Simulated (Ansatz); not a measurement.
Take a crystal in which Zn has been replaced by Cd on all its sites, with the cell rescaled by a rough guess (in some cases also distorted within its space group) and nothing relaxed:

```cif
data_structure
_symmetry_space_group_name_H-M 'P 1'
_symmetry_Int_Tables_number 1
_cell_length_a 3.1827
_cell_length_b 3.1827
_cell_length_c 3.1827
_cell_angle_alpha 60.000
_cell_angle_beta 60.000
_cell_angle_gamma 60.000
_cell_volume 22.80
loop_
_atom_site_label
_atom_site_type_symbol
_atom_site_fract_x
_atom_site_fract_y
_atom_site_fract_z
_atom_site_occupancy
Cd1 Cd 0.00000 0.00000 0.00000 1
```

Computed with DFT PBEsol, scalar-relativistic, plane waves, PAW in Ansatz.

Settings: cutoff 420 eV, Γ-centred mesh 16×16×16 on the computed 1-atom cell, Gaussian smearing of 0.10 eV; no spin polarisation.

(1) What pressure does the cell carry?

(2) Is it a metal on this mesh?

Results:

(1) The pressure is -3.7 GPa (positive in compression), so the cell would contract.

(2) Yes, a band crosses the Fermi level.

This fcc form isn't the element's structure at ambient conditions.